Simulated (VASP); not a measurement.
The system is AlAs.

```
CELL_PARAMETERS angstrom
0.00000 2.84088 2.84088
2.84088 0.00000 2.84088
2.84088 2.84088 0.00000
ATOMIC_POSITIONS crystal
Al 0.00000 0.00000 0.00000
As 0.25000 0.25000 0.25000
```

Base run:

| Item | Value |
| --- | --- |
| Program | VASP 6.6.1 |
| Functional | PBE0 |
| Potentials or basis | VASP PAW PBE potentials, release 64 (Al, As) |
| Cutoff | 520 eV |
| k mesh | 8 × 8 × 8 |
| Occupations | gaussian, width 0.03 eV |
| Spin | no spin polarisation |

Its results: band gap on the k mesh 2.75 eV, indirect (least direct gap 3.45 eV); pressure -0.3 GPa.

The run is repeated on the same cell with these changes: functional from PBE0 to PBE; further incar settings from ALGO = Normal; EDIFF = 1e-06; NBANDS = 11 to ALGO = Fast; EDIFF = 1e-06; NBANDS = 11. What comes out?

Band gap on the k mesh 1.45 eV, indirect (least direct gap 1.97 eV); pressure 1.9 GPa.

Caveats: the PAW data sets were made with another functional, which shifts forces and pressure a little (some runs).
